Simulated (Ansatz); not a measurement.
SiO2 at a changed volume: Field gradients at the nuclei

The cell is a COD entry, relaxed with PBE at fixed cell and then changed (volume scaled by 1.01, ions relaxed).

Space group P4_12_12 (No. 92); a = 7.4888, c = 8.6486 Å.

```csv
site,Wyckoff,site symmetry,x,y,z
Si1,4a,..2,0.4287,0.4287,0.0000
Si5,8b,1,0.3742,0.1506,0.2331
O13,8b,1,0.3698,0.3569,0.1740
O21,8b,1,0.1519,0.1281,0.2256
O29,8b,1,0.4256,0.0530,0.3945
```

One atom of each set is listed.

The numbers come from a DFT calculation in Ansatz (PBE, plane waves and PAW, scalar-relativistic, 420 eV cutoff, Γ-centred 3×3×3 k-points, Fermi–Dirac smearing 0.02 eV).

Conventions: |V_zz| ≥ |V_yy| ≥ |V_xx|, η = (V_xx − V_yy)/V_zz, C_Q = eQV_zz/h.

¹⁷O: I = 5/2, Q = -25.58 mb. Nuclear quadrupole moments: year-2017 set (Pyykkö).

```
site  atoms                      first shell  V_zz (10²¹ V/m²)     η  C_Q (MHz)
 Si1      4               4 O at 1.62–1.66 Å              6.87  0.62          –
 Si5      8               4 O at 1.62–1.67 Å              7.70  0.37          –
 O13      8  2 Si at 1.63–1.66 Å, angle 126°              8.74  0.75      -5.41
 O21      8  2 Si at 1.62–1.67 Å, angle 117°              8.80  0.80      -5.45
 O29      8  2 Si at 1.62–1.65 Å, angle 133°              9.59  0.50      -5.93
```

Si has no stable isotope with a ground-state quadrupole moment in the table, so no C_Q is given.

At this changed cell the PBE pressure is 6 GPa.
